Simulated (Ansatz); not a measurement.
# How the conductance of CoSi2/Si/NiSi2 changes with thickness, part 5 of 6

Wanted: T(E), the conductance and its decay constant for CoSi2/Si/NiSi2. The lower electrode is CoSi2 fluorite(111), the upper one NiSi2 fluorite(111); the barrier is Si diamond(111) (whole bilayers). In the first transport cell, after relaxation, the nearest pair of electrode and barrier is Si–Si at 2.38 Å, along the normal, at the lower face and Si–Si at 2.36 Å, along the normal, at the upper one. All share a net of side 3.79 Å, which strains the lower electrode by +0.0 %, the upper one by -1.3 % and the barrier by -2.0 %, against typed lattice constants near PBE's. The first steps treat the bulk electrodes alone.

Ansatz 0.2.0; PBE DFT, plane waves, PAW files (the session's first sound run).

So far, transmission at the Fermi level (a spin, zone mean): step 5 (transmission over a wide range of energy) 0.0645; step 6 (conductance on a fine mesh, atomic planes in the barrier 4, gap between the …) 0.132; step 7 (conductance on a fine mesh, 57 atoms) 0.0667. Also channels of the lower lead: step 5 1.27; step 7 1.29.

### Step 8. Conductance on a fine mesh, atomic planes in the barrier 8, gap between the electrodes 15.12 Å

Level of this step: PBE DFT, plane waves, PAW files; ballistic transmission by layer matching between semi-infinite leads (Ansatz).

System of this step: CoSi2/Si/NiSi2. The cell holds 59 atoms: 9 Co, 42 Si and 8 Ni. Its edges and angles: a = 3.790 Å, b = 3.790 Å, c = 80.210 Å, α = 90.0°, β = 90.0°, γ = 120.0°. Regions: left electrode, 26 atoms (9 Co and 17 Si); barrier, 8 atoms (8 Si); right electrode, 25 atoms (17 Si and 8 Ni). Vacuum lies along c.

Barrier layers are added or taken out in the middle, and the relaxed faces stay.

Input file input.yaml:

```yaml
crystal:
  lattice:
    - [3.79, 0.0, 0.0]
    - [-1.895, 3.2822362803, 0.0]
    - [0.0, 0.0, 80.2101131289]
  atoms:
    - { symbol: Co, position: [0.66666667, 0.33333333, 0.0872707908] }
    - { symbol: Si, position: [0.0, 0.0, 0.0968833253] }
    - { symbol: Si, position: [0.66666667, 0.33333333, 0.1162025] }
    - { symbol: Co, position: [0.0, 0.0, 0.1258150346] }
    - { symbol: Si, position: [0.33333333, 0.66666667, 0.1354275691] }
    - { symbol: Si, position: [0.0, 0.0, 0.1547467439] }
    - { symbol: Co, position: [0.33333333, 0.66666667, 0.1643592784] }
    - { symbol: Si, position: [0.66666667, 0.33333333, 0.173971813] }
    - { symbol: Si, position: [0.33333333, 0.66666667, 0.1932909877] }
    - { symbol: Co, position: [0.66666667, 0.33333333, 0.2029035222] }
    - { symbol: Si, position: [0.0, 0.0, 0.2125160568] }
    - { symbol: Si, position: [0.66666667, 0.33333333, 0.2318352315] }
    - { symbol: Co, position: [0.0, 0.0, 0.2414477661] }
    - { symbol: Si, position: [0.33333333, 0.66666667, 0.2510603006] }
    - { symbol: Si, position: [0.0, 0.0, 0.2703794753] }
    - { symbol: Co, position: [0.33333333, 0.66666667, 0.2799920099] }
    - { symbol: Si, position: [0.66666667, 0.33333333, 0.2896045444] }
    - { symbol: Si, position: [0.33333333, 0.66666667, 0.3089237192] }
    - { symbol: Co, position: [0.66666667, 0.33333333, 0.3185362537] }
    - { symbol: Si, position: [0.0, 0.0, 0.3281487882] }
    - { symbol: Si, position: [0.66666667, 0.33333333, 0.347467963] }
    - { symbol: Co, position: [0.0, 0.0, 0.3570804975] }
    - { symbol: Si, position: [0.33333333, 0.66666667, 0.3666930321] }
    - { symbol: Si, position: [0.0, 0.0, 0.3860122068] }
    - { symbol: Co, position: [0.33333333, 0.66666667, 0.3956247414] }
    - { symbol: Si, position: [0.66666667, 0.33333333, 0.40495321] }
    - { symbol: Si, position: [0.66666667, 0.33333333, 0.4345886936] }
    - { symbol: Si, position: [0.0, 0.0, 0.4447169623] }
    - { symbol: Si, position: [0.0, 0.0, 0.4742897498] }
    - { symbol: Si, position: [0.33333333, 0.66666667, 0.4844946547] }
    - { symbol: Si, position: [0.33333333, 0.66666667, 0.5140539797] }
    - { symbol: Si, position: [0.66666667, 0.33333333, 0.5242588846] }
    - { symbol: Si, position: [0.66666667, 0.33333333, 0.5538182096] }
    - { symbol: Si, position: [0.0, 0.0, 0.5640549488] }
    - { symbol: Si, position: [0.0, 0.0, 0.5934489289] }
    - { symbol: Ni, position: [0.33333333, 0.66666667, 0.6046538801] }
    - { symbol: Si, position: [0.66666667, 0.33333333, 0.6149284735] }
    - { symbol: Si, position: [0.33333333, 0.66666667, 0.634173027] }
    - { symbol: Ni, position: [0.66666667, 0.33333333, 0.6444476204] }
    - { symbol: Si, position: [0.0, 0.0, 0.6547222138] }
    - { symbol: Si, position: [0.66666667, 0.33333333, 0.6739667673] }
    - { symbol: Ni, position: [0.0, 0.0, 0.6842413607] }
    - { symbol: Si, position: [0.33333333, 0.66666667, 0.6945159542] }
    - { symbol: Si, position: [0.0, 0.0, 0.7137605076] }
    - { symbol: Ni, position: [0.33333333, 0.66666667, 0.7240351011] }
    - { symbol: Si, position: [0.66666667, 0.33333333, 0.7343096945] }
    - { symbol: Si, position: [0.33333333, 0.66666667, 0.7535542479] }
    - { symbol: Ni, position: [0.66666667, 0.33333333, 0.7638288414] }
    - { symbol: Si, position: [0.0, 0.0, 0.7741034348] }
    - { symbol: Si, position: [0.66666667, 0.33333333, 0.7933479883] }
    - { symbol: Ni, position: [0.0, 0.0, 0.8036225817] }
    - { symbol: Si, position: [0.33333333, 0.66666667, 0.8138971751] }
    - { symbol: Si, position: [0.0, 0.0, 0.8331417286] }
    - { symbol: Ni, position: [0.33333333, 0.66666667, 0.843416322] }
    - { symbol: Si, position: [0.66666667, 0.33333333, 0.8536909154] }
    - { symbol: Si, position: [0.33333333, 0.66666667, 0.8729354689] }
    - { symbol: Ni, position: [0.66666667, 0.33333333, 0.8832100623] }
    - { symbol: Si, position: [0.0, 0.0, 0.8934846558] }
    - { symbol: Si, position: [0.66666667, 0.33333333, 0.9127292092] }
kpoints:
  mp_grid: { grid: [8, 8, 1] }
scf:
  occupations: { method: fermi_dirac, width: 0.1 }
  max_iter: 150
hamiltonian:
  xc: pbe
output:
  transmission:
    kmesh: [24, 24]
    e_range: [-0.26, 0.27]
    de: 0.0375
    leads: [[11, 14], [45, 48]]
```

Run with:

```console
$ ansatz run input.yaml --threads 8 --pin off --max-ram 24576MiB --backend cpu --events-out ev --progress --plain --runs-dir out
```

Numbers of over 12 decimals in the logs are rounded to 6 here.

Output:

```text
[...]
Crystal: 59 atoms, lattice volume = 997.788 Å³
Basis set: ecut = 420 eV, 19565 PW (Γ)
Bands: 292, of which v1, the nominal top of the filled ones, is band 233 counted from 1 (232 counted from 0)
Symmetry: 6 space group operations
[...]
k-points: 10 of 64 (time reversal used)
[...]
channels       : 1.286458e0 a spin
[...]
slowest decay  : 0.0258 /Å at (0.2917, 0.2500)
[...]
filled         : 21.4 meV under the level at which it is neutral
    channels       : 1.050347e0 a spin
[...]
slowest decay  : 0.0496 /Å at (0.3750, 0.2083)
  junction   : crystal 0 to crystal 1, 20.91 to 59.67 Å
    transmission   : 3.474507e-2 a spin
[...]
resistance     : 4.1253e-2 Ω µm² beyond half of each lead's own
[key lines of the parts left out:]
SCF converged after 13 iterations
Free energy (F): -119573.598629 eV
Fermi energy:    8.852701 eV
```

Run time: 4.2 min. Hardware: 8 threads of Arm Neoverse V2, shared host; peak memory 9.8 GiB.

G = 2.3e13 S/m² (1/G = 0.0426 Ω µm²), 0.51 times the step before of this kind. The largest error estimate is 13 %, from the mesh across the current. In the worse lead the potential repeats within 5.5 meV, which the program lets pass, though it still puts 7.3 % of error on the junction's conductance through them.

### Step 9. Conductance on a fine mesh, atomic planes in the barrier 12, gap between the electrodes 21.5 Å

System of this step: CoSi2/Si/NiSi2. The cell holds 63 atoms: 9 Co, 46 Si and 8 Ni. Its edges and angles: a = 3.790 Å, b = 3.790 Å, c = 86.589 Å, α = 90.0°, β = 90.0°, γ = 120.0°. Regions: left electrode, 26 atoms (9 Co and 17 Si); barrier, 12 atoms (12 Si); right electrode, 25 atoms (17 Si and 8 Ni). Vacuum lies along c.

Barrier layers are added or taken out in the middle, and the relaxed faces stay.

Input file input.yaml:

```yaml
crystal:
  lattice:
    - [3.79, 0.0, 0.0]
    - [-1.895, 3.2822362803, 0.0]
    - [0.0, 0.0, 86.5890998866]
  atoms:
    - { symbol: Co, position: [0.66666667, 0.33333333, 0.0808415841] }
    - { symbol: Si, position: [0.0, 0.0, 0.0897459668] }
    - { symbol: Si, position: [0.66666667, 0.33333333, 0.1076419051] }
    - { symbol: Co, position: [0.0, 0.0, 0.1165462878] }
    - { symbol: Si, position: [0.33333333, 0.66666667, 0.1254506705] }
    - { symbol: Si, position: [0.0, 0.0, 0.1433466089] }
    - { symbol: Co, position: [0.33333333, 0.66666667, 0.1522509916] }
    - { symbol: Si, position: [0.66666667, 0.33333333, 0.1611553742] }
    - { symbol: Si, position: [0.33333333, 0.66666667, 0.1790513126] }
    - { symbol: Co, position: [0.66666667, 0.33333333, 0.1879556953] }
    - { symbol: Si, position: [0.0, 0.0, 0.196860078] }
    - { symbol: Si, position: [0.66666667, 0.33333333, 0.2147560163] }
    - { symbol: Co, position: [0.0, 0.0, 0.223660399] }
    - { symbol: Si, position: [0.33333333, 0.66666667, 0.2325647817] }
    - { symbol: Si, position: [0.0, 0.0, 0.25046072] }
    - { symbol: Co, position: [0.33333333, 0.66666667, 0.2593651027] }
    - { symbol: Si, position: [0.66666667, 0.33333333, 0.2682694854] }
    - { symbol: Si, position: [0.33333333, 0.66666667, 0.2861654238] }
    - { symbol: Co, position: [0.66666667, 0.33333333, 0.2950698065] }
    - { symbol: Si, position: [0.0, 0.0, 0.3039741892] }
    - { symbol: Si, position: [0.66666667, 0.33333333, 0.3218701275] }
    - { symbol: Co, position: [0.0, 0.0, 0.3307745102] }
    - { symbol: Si, position: [0.33333333, 0.66666667, 0.3396788929] }
    - { symbol: Si, position: [0.0, 0.0, 0.3575748312] }
    - { symbol: Co, position: [0.33333333, 0.66666667, 0.3664792139] }
    - { symbol: Si, position: [0.66666667, 0.33333333, 0.3751204578] }
    - { symbol: Si, position: [0.66666667, 0.33333333, 0.4025727063] }
    - { symbol: Si, position: [0.0, 0.0, 0.4119548292] }
    - { symbol: Si, position: [0.0, 0.0, 0.4393490005] }
    - { symbol: Si, position: [0.33333333, 0.66666667, 0.4488021138] }
    - { symbol: Si, position: [0.33333333, 0.66666667, 0.4761838144] }
    - { symbol: Si, position: [0.66666667, 0.33333333, 0.4856369277] }
    - { symbol: Si, position: [0.66666667, 0.33333333, 0.5130186282] }
    - { symbol: Si, position: [0.0, 0.0, 0.5224717416] }
    - { symbol: Si, position: [0.0, 0.0, 0.5498534421] }
    - { symbol: Si, position: [0.33333333, 0.66666667, 0.5593065555] }
    - { symbol: Si, position: [0.33333333, 0.66666667, 0.586688256] }
    - { symbol: Si, position: [0.66666667, 0.33333333, 0.5961708585] }
    - { symbol: Si, position: [0.66666667, 0.33333333, 0.623399395] }
    - { symbol: Ni, position: [0.0, 0.0, 0.6337788816] }
    - { symbol: Si, position: [0.33333333, 0.66666667, 0.6432965495] }
    - { symbol: Si, position: [0.0, 0.0, 0.6611233639] }
    - { symbol: Ni, position: [0.33333333, 0.66666667, 0.6706410319] }
    - { symbol: Si, position: [0.66666667, 0.33333333, 0.6801586998] }
    - { symbol: Si, position: [0.33333333, 0.66666667, 0.6979855142] }
    - { symbol: Ni, position: [0.66666667, 0.33333333, 0.7075031821] }
    - { symbol: Si, position: [0.0, 0.0, 0.7170208501] }
    - { symbol: Si, position: [0.66666667, 0.33333333, 0.7348476645] }
    - { symbol: Ni, position: [0.0, 0.0, 0.7443653324] }
    - { symbol: Si, position: [0.33333333, 0.66666667, 0.7538830004] }
    - { symbol: Si, position: [0.0, 0.0, 0.7717098148] }
    - { symbol: Ni, position: [0.33333333, 0.66666667, 0.7812274827] }
    - { symbol: Si, position: [0.66666667, 0.33333333, 0.7907451507] }
    - { symbol: Si, position: [0.33333333, 0.66666667, 0.8085719651] }
    - { symbol: Ni, position: [0.66666667, 0.33333333, 0.818089633] }
    - { symbol: Si, position: [0.0, 0.0, 0.827607301] }
    - { symbol: Si, position: [0.66666667, 0.33333333, 0.8454341153] }
    - { symbol: Ni, position: [0.0, 0.0, 0.8549517833] }
    - { symbol: Si, position: [0.33333333, 0.66666667, 0.8644694512] }
    - { symbol: Si, position: [0.0, 0.0, 0.8822962656] }
    - { symbol: Ni, position: [0.33333333, 0.66666667, 0.8918139336] }
    - { symbol: Si, position: [0.66666667, 0.33333333, 0.9013316015] }
    - { symbol: Si, position: [0.33333333, 0.66666667, 0.9191584159] }
kpoints:
  mp_grid: { grid: [8, 8, 1] }
scf:
  occupations: { method: fermi_dirac, width: 0.1 }
  max_iter: 150
hamiltonian:
  xc: pbe
output:
  transmission:
    kmesh: [24, 24]
    e_range: [-0.26, 0.27]
    de: 0.0375
    leads: [[11, 14], [49, 52]]
```

Output:

```text
[...]
Crystal: 63 atoms, lattice volume = 1077.140 Å³
Basis set: ecut = 420 eV, 21121 PW (Γ)
Bands: 304, of which v1, the nominal top of the filled ones, is band 241 counted from 1 (240 counted from 0)
Symmetry: 6 space group operations
[...]
k-points: 10 of 64 (time reversal used)
[...]
channels       : 1.286458e0 a spin
[...]
slowest decay  : 0.0255 /Å at (0.2917, 0.2500)
[...]
filled         : 21.4 meV under the level at which it is neutral
    channels       : 1.039931e0 a spin
[...]
slowest decay  : 0.0495 /Å at (0.3750, 0.2083)
  junction   : crystal 0 to crystal 1, 20.91 to 66.05 Å
    transmission   : 9.042985e-3 a spin
[...]
resistance     : 1.5093e-1 Ω µm² beyond half of each lead's own
[key lines of the parts left out:]
SCF converged after 13 iterations
Free energy (F): -122116.790967 eV
Fermi energy:    8.682774 eV
```

Elapsed: 4.2 min, on 8 threads; peak memory 11 GiB; 28 min of CPU time.

G = 6.6e12 S/m² (1/G = 0.152 Ω µm²), 0.28 times the step before of this kind. The largest error estimate is 26 %, from the mesh across the current. In the worse lead the potential repeats within 5.5 meV, which the program lets pass, though it still puts 10 % of error on the junction's conductance through them.

(Part 5 of 6 ends here.)

[Logs are printed without paths, hosts, clocks, repeated set-up lines and the standing remarks that a program may print on its own settings, such as how far it seeks lower states.]

[Hosts, paths, dates, database ids (printed as entryN), source tags and the programs' standing remarks are cut or masked in the printed files.]
